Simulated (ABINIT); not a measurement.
**A GW chain in ABINIT: BN (P6_3mc)**

Aim: the G0W0 gap of BN (P6_3mc) on PBEsol, step by step.

Main program and level: ABINIT 10.8.3; PBEsol and many-body steps on it, plane waves.

This is a report of a sequence of runs, with most program output left out.

The database entry behind the starting cell has ideal inner coordinates that were not refined, so it need not match the best structure at ambient conditions.

**1. The starting structure**

Symmetry: P6_3mc, No. 186, hexagonal system. Conventional cell: a = 2.536 Å, b = 2.536 Å, c = 4.199 Å, α = 90.00°, β = 90.00°, γ = 120.00°. Nearest to B lie 4 N at 1.56 to 1.57 Å. N has 4 B at 1.56 to 1.57 Å nearest. Farther neighbours and most contacts between anions are not listed.

Structure file:

```cif
data_structure
_symmetry_space_group_name_H-M 'P6_3mc'
_symmetry_Int_Tables_number 186
_cell_length_a 2.5360
_cell_length_b 2.5360
_cell_length_c 4.1990
_cell_angle_alpha 90.000
_cell_angle_beta 90.000
_cell_angle_gamma 120.000
_cell_volume 23.39
loop_
_atom_site_label
_atom_site_type_symbol
_atom_site_symmetry_multiplicity
_atom_site_Wyckoff_symbol
_atom_site_fract_x
_atom_site_fract_y
_atom_site_fract_z
_atom_site_occupancy
B1 B 2 b 0.66667 0.33333 0.00000 1
N1 N 2 b 0.66667 0.33333 0.37500 1
```

The cell and positions come from the Crystallography Open Database and are kept as given unless a step says otherwise. This is not the form that BN usually takes at ambient conditions.

**2. Ground state**

This step: ABINIT 10.8.3; DFT, PBEsol, plane waves, norm-conserving pseudopotentials.

The ground-state density comes first.

The input, run.abi:

```
acell 3*1.0 Angstrom
rprim 
  2.536000000002 -0.000000000000 0.000000000000
  -1.268000000000 2.196240423999 0.000000000000
  0.000000000000 0.000000000000 4.199000000000
ntypat 2
znucl 5 7
natom 4
typat 1 1 2 2
xred 
  0.666666666667 0.333333333333 0.000000000000
  0.333333333333 0.666666666667 0.500000000000
  0.666666666667 0.333333333333 0.375000000000
  0.333333333333 0.666666666667 0.875000000000
pp_dirpath "pseudos"
pseudos "B.upf, N.upf"
ecut 36
ngkpt 9 9 6
nshiftk 1
shiftk 0 0 0
kptopt 1
chksymbreak 0
nband 14
occopt 1
tolvrs 1e-10
nstep 60
prtwf 0
optforces 0
optstress 0
indata_prefix "in"
outdata_prefix "out"
tmpdata_prefix "tmp"
```

The run is started by

```bash
$ OMP_NUM_THREADS=1 mpirun -n 4 abinit run.abi > log
```

It took 8 s on 4 MPI ranks of Arm Neoverse V2, shared host; peak memory 0.27 GiB.

This step gave:

```
total energy               : -727.6677 eV
gap                        : 5.041 eV
k of the valence top       : 0, 0, 0
k of the conduction bottom : 0.3333, 0.3333, 0
least direct gap           : 8.317 eV
```

The gap is indirect, with the least direct gap 3.28 eV higher.

**3. Bands along the symmetry lines**

The cheap functional maps the bands first; the places of the edges decide which points the dearer methods must see.

The input, run.abi:

```
acell 3*1.0 Angstrom
rprim 
  2.536000000002 -0.000000000000 0.000000000000
  -1.268000000000 2.196240423999 0.000000000000
  0.000000000000 0.000000000000 4.199000000000
ntypat 2
znucl 5 7
natom 4
typat 1 1 2 2
xred 
  0.666666666667 0.333333333333 0.000000000000
  0.333333333333 0.666666666667 0.500000000000
  0.666666666667 0.333333333333 0.375000000000
  0.333333333333 0.666666666667 0.875000000000
pp_dirpath "pseudos"
pseudos "B.upf, N.upf"
ecut 36
iscf -2
irdden 1
kptopt 0
nkpt 75
kpt 
  0.00000000 0.00000000 0.00000000
  0.06250000 0.00000000 0.00000000
  0.12500000 0.00000000 0.00000000
  0.18750000 0.00000000 0.00000000
  0.25000000 0.00000000 0.00000000
  0.31250000 0.00000000 0.00000000
  0.37500000 0.00000000 0.00000000
  0.43750000 0.00000000 0.00000000
  0.50000000 0.00000000 0.00000000
  0.47916667 0.04166667 0.00000000
  0.45833333 0.08333333 0.00000000
  0.43750000 0.12500000 0.00000000
  0.41666666 0.16666666 0.00000000
  0.39583333 0.20833333 0.00000000
  0.37500000 0.25000000 0.00000000
  0.35416666 0.29166666 0.00000000
  0.33333333 0.33333333 0.00000000
  0.29166666 0.29166666 0.00000000
  0.25000000 0.25000000 0.00000000
  0.20833333 0.20833333 0.00000000
  0.16666666 0.16666666 0.00000000
  0.12500000 0.12500000 0.00000000
  0.08333333 0.08333333 0.00000000
  0.04166667 0.04166667 0.00000000
  0.00000000 0.00000000 0.00000000
  0.00000000 0.00000000 0.06250000
  0.00000000 0.00000000 0.12500000
  0.00000000 0.00000000 0.18750000
  0.00000000 0.00000000 0.25000000
  0.00000000 0.00000000 0.31250000
  0.00000000 0.00000000 0.37500000
  0.00000000 0.00000000 0.43750000
  0.00000000 0.00000000 0.50000000
  0.06250000 0.00000000 0.50000000
  0.12500000 0.00000000 0.50000000
  0.18750000 0.00000000 0.50000000
  0.25000000 0.00000000 0.50000000
  0.31250000 0.00000000 0.50000000
  0.37500000 0.00000000 0.50000000
  0.43750000 0.00000000 0.50000000
  0.50000000 0.00000000 0.50000000
  0.47916667 0.04166667 0.50000000
  0.45833333 0.08333333 0.50000000
  0.43750000 0.12500000 0.50000000
  0.41666666 0.16666666 0.50000000
  0.39583333 0.20833333 0.50000000
  0.37500000 0.25000000 0.50000000
  0.35416666 0.29166666 0.50000000
  0.33333333 0.33333333 0.50000000
  0.29166666 0.29166666 0.50000000
  0.25000000 0.25000000 0.50000000
  0.20833333 0.20833333 0.50000000
  0.16666666 0.16666666 0.50000000
  0.12500000 0.12500000 0.50000000
  0.08333333 0.08333333 0.50000000
  0.04166667 0.04166667 0.50000000
  0.00000000 0.00000000 0.50000000
  0.50000000 0.00000000 0.50000000
  0.50000000 0.00000000 0.43750000
  0.50000000 0.00000000 0.37500000
  0.50000000 0.00000000 0.31250000
  0.50000000 0.00000000 0.25000000
  0.50000000 0.00000000 0.18750000
  0.50000000 0.00000000 0.12500000
  0.50000000 0.00000000 0.06250000
  0.50000000 0.00000000 0.00000000
  0.33333333 0.33333333 0.50000000
  0.33333333 0.33333333 0.43750000
  0.33333333 0.33333333 0.37500000
  0.33333333 0.33333333 0.31250000
  0.33333333 0.33333333 0.25000000
  0.33333333 0.33333333 0.18750000
  0.33333333 0.33333333 0.12500000
  0.33333333 0.33333333 0.06250000
  0.33333333 0.33333333 0.00000000
istwfk *1
nband 15
nbdbuf 2
tolwfr 1e-08
nstep 40
prtwf 0
prtvol 0
indata_prefix "in"
outdata_prefix "out"
tmpdata_prefix "tmp"
```

The job ended after 8.6 s (4 MPI ranks; peak memory 0.26 GiB; 34 s of CPU time).

This step gave:

```
gap                        : 5.041 eV
k of the valence top       : 0, 0, 0
k of the conduction bottom : 0.3333, 0.3333, 0
least direct gap           : 8.317 eV
```

The gap is 5.041 eV, as in the run before at this level.

The electronic bands at the labelled points (eV, zero at the top of the highest filled band; v1 is the highest filled band, c1 the lowest empty one):

```
    point     v4     v3     v2     v1    c1     c2     c3     c4
        Γ  -2.14  -0.25   0.00   0.00  8.45   8.45   8.61   9.70
  halfway  -3.87  -3.79  -1.62  -1.17  7.31   9.39  10.20  11.09
        M  -6.99  -5.06  -4.50  -2.15  6.70   7.91  10.70  11.57
  halfway  -6.64  -6.55  -4.68  -3.66  6.27   9.38  11.79  13.23
        K  -7.26  -5.57  -5.49  -5.49  5.04  13.55  13.55  13.82
  halfway  -5.77  -3.66  -2.23  -1.97  8.38   8.96  10.36  11.65
        Γ  -2.14  -0.25   0.00   0.00  8.45   8.45   8.61   9.70
  halfway  -1.88  -1.88  -0.38  -0.38  8.88   8.88   9.26   9.67
        A  -1.19  -1.19  -1.19  -1.19  9.60   9.60  10.01  10.01
  halfway  -4.15  -4.15  -2.71  -2.71  7.92   7.92  11.35  11.35
        L  -3.83  -3.83  -3.61  -3.61  6.55   6.55  10.08  10.08
  halfway  -5.84  -5.84  -3.23  -3.23  7.97   7.97  11.00  11.00
        H  -7.91  -7.91  -3.07  -3.07  9.37   9.37  10.11  10.11
  halfway  -4.39  -4.39  -3.52  -3.52  8.86   8.86  10.82  10.82
        A  -1.19  -1.19  -1.19  -1.19  9.60   9.60  10.01  10.01
jump to L  -3.83  -3.83  -3.61  -3.61  6.55   6.55  10.08  10.08
  halfway  -5.55  -4.73  -3.56  -2.72  6.79   6.83  11.07  11.82
        M  -6.99  -5.06  -4.50  -2.15  6.70   7.91  10.70  11.57
jump to H  -7.91  -7.91  -3.07  -3.07  9.37   9.37  10.11  10.11
  halfway  -8.31  -6.41  -4.10  -4.10  6.64  10.97  10.97  13.04
        K  -7.26  -5.57  -5.49  -5.49  5.04  13.55  13.55  13.82
```

**4. Empty states on the mesh, 3×3×2 mesh, 21 bands**

The sums over transitions need many empty states on a uniform mesh; this step solves for them.

The input, run.abi:

```
acell 3*1.0 Angstrom
rprim 
  2.536000000002 -0.000000000000 0.000000000000
  -1.268000000000 2.196240423999 0.000000000000
  0.000000000000 0.000000000000 4.199000000000
ntypat 2
znucl 5 7
natom 4
typat 1 1 2 2
xred 
  0.666666666667 0.333333333333 0.000000000000
  0.333333333333 0.666666666667 0.500000000000
  0.666666666667 0.333333333333 0.375000000000
  0.333333333333 0.666666666667 0.875000000000
pp_dirpath "pseudos"
pseudos "B.upf, N.upf"
ecut 36
ngkpt 3 3 2
nshiftk 1
shiftk 0 0 0
kptopt 1
chksymbreak 0
iscf -2
irdden 1
istwfk *1
nband 21
nbdbuf 4
tolwfr 1e-09
nstep 60
prtvol 0
indata_prefix "in"
outdata_prefix "out"
tmpdata_prefix "tmp"
```

It took 2.4 s on 4 MPI ranks; peak memory 0.07 GiB.

Numbers from this step:

```yaml
gap: 5.041 eV
k_of_the_valence_top: 0, 0, 0
k_of_the_conduction_bottom: 0.3333, 0.3333, 0
least_direct_gap: 8.446 eV
k_points_computed: 6
lowest_point_of_the_top_converged_band_above_the_valence_top: 17.51 eV
```

On this mesh the gap is 5.041 eV.

**5. Screening, 3×3×2 mesh, 17 bands, screening to 87.1 eV**

The RPA dielectric matrix is built and inverted for each q.

This step: RPA screening on PBEsol, plane waves, norm-conserving pseudopotentials.

run.abi: that of step 4 with these lines changed.

```diff
@@ -22,10 +22,11 @@
 chksymbreak 0
-iscf -2
-irdden 1
 istwfk *1
-nband 21
-nbdbuf 4
-tolwfr 1e-09
-nstep 60
-prtvol 0
+occopt 1
+irdwfk 1
+optdriver 3
+nband 17
+ecuteps 3.2
+inclvkb 2
+awtr 1
+symchi 1
 indata_prefix "in"
```

The job ended after 1.9 s (4 MPI ranks; peak memory 0.08 GiB; 7.1 s of CPU time).

This step gave:

```yaml
eps_infinity_with_local_fields_on_this_mesh_along_the_program_s_q_direction: 5.168
the_same_without_local_fields: 5.315
plasma_frequency: 30.71 eV
plane_waves_in_the_screening_matrix: 37
```

Local fields lower ε∞ by 3 %. On a Γ-centred mesh this coarse the value itself is usually too large, while a short band sum pulls it down.

**6. Self-energy, 3×3×2 mesh, 17 bands, screening to 87.1 eV**

The self-energy is evaluated for the states that the input lists, and the levels follow from it, in one-shot runs by the linearised quasiparticle equation.

This step: G0W0 on PBEsol, plane waves, norm-conserving pseudopotentials.

run.abi: that of step 5 with these lines changed.

```diff
@@ -25,8 +25,17 @@
 irdwfk 1
-optdriver 3
+optdriver 4
 nband 17
+gwcalctyp 0
+ecutsigx 36
+symsigma 1
+nkptgw 2
+kptgw 
+  0.0000000000 0.0000000000 0.0000000000
+  0.3333333333 0.3333333333 0.0000000000
+bdgw 
+  7 10
+  7 11
 ecuteps 3.2
-inclvkb 2
-awtr 1
-symchi 1
+irdscr 1
+ppmodel 1
 indata_prefix "in"
```

Wall time 1.8 s (4 MPI ranks); peak memory 0.08 GiB.

Numbers from this step:

```
G0W0 gap on the points computed              : 6.878 eV
starting gap on the mesh                     : 5.041 eV
k of the valence top                         : 0, 0, 0
k of the conduction bottom                   : 0.3333, 0.3333, 0
Z at the valence top                         : 0.837
Z at the conduction bottom                   : 0.87
least direct G0W0 gap on the computed points : 10.90 eV
```

The gap on the mesh goes from 5.04 eV to 6.88 eV, a correction of +1.84 eV.

Limits: finite bands, cutoff and mesh; coarse k mesh. v1 is the top filled band, c1 the lowest empty one. Levels before and after the correction, in eV, zero at the valence-band top of each column:

```
           conduction bottom  valence top
Kohn-Sham               5.04         0.00
     G0W0               6.88         0.00
```

```
                           level  energy (eV)
Kohn-Sham                Γ v2-v1        0.000
Kohn-Sham                Γ c1-c2        8.446
Kohn-Sham  (0.333 0.333 0) v2-v1       -5.489
Kohn-Sham     (0.333 0.333 0) c1        5.041
Kohn-Sham  (0.333 0.333 0) c2-c3       13.547
     G0W0                Γ v2-v1        0.000
     G0W0                Γ c1-c2       10.902
     G0W0  (0.333 0.333 0) v2-v1       -6.199
     G0W0     (0.333 0.333 0) c1        6.878
     G0W0  (0.333 0.333 0) c2-c3       16.463
```

**7. Where the time went**

Times are wall times on 4 MPI ranks of Arm Neoverse V2, shared host, good to a factor of about two.

```
                          step   time  share  memory (GiB)
                  ground state    8 s   35 %          0.27
bands along the symmetry lines  8.6 s   38 %          0.26
      empty states on the mesh  2.4 s   10 %          0.07
                     screening  1.9 s    8 %          0.08
                   self-energy  1.8 s    8 %          0.08
```

**8. Results**

```yaml
pbesol_gap: 5.04 eV, indirect
g0w0_gap_on_the_mesh: 6.88 eV
gw_settings: 3×3×2 mesh, 17 bands, screening to 87.1 eV, Godby-Needs plasmon pole
known_limits: not at the basis limit; coarse k mesh
```

G0W0 moves the gap on the mesh from 5.04 eV to 6.88 eV (+1.84 eV), with Z of 0.84 and 0.87 at the edges. Local fields lower the RPA ε∞ on this mesh from 5.31 to 5.17; a Γ-centred mesh this coarse tends to raise both, most where the direct gap is narrow, while a short band sum lowers them. Only 2 of the mesh's irreducible points were corrected, so a valley elsewhere could overtake. Bands and cutoff are finite, so the gap is not at the basis limit. The miss can reach some tenths of an eV and take either sign; the mesh is an error of its own. In the G0W0 run levels were corrected at 2 k points alone, so a gap called «on the mesh» is the least over those, and an edge elsewhere would be missed. The 3×3×2 mesh is coarse for this cell, which bears on the long-range parts of exchange and screening.

[Paths, hosts, dates, memory and timing lines, banners, echoed tables and standing remarks are left out of the program output.]

[Logs are printed without paths, hosts, clocks, repeated set-up lines and the standing remarks that a program may print on its own settings, such as how far it seeks lower states.]

[Runs of the session that timed out or met a known fault of the program may be left out.]

[Hosts, paths, dates, database ids (printed as entryN), source tags and the programs' standing remarks are cut or masked in the printed files.]

[G0W0 gaps are taken among the corrected bands and points alone; a level outside them can change the order at an edge.]

[Where Ansatz stands beside ABINIT at settings called matched, ABINIT's density can come from a denser mesh and the files from another edition; pairs whose starting gaps differed by over 0.03 eV were left out, so agreement reads better than it is.]
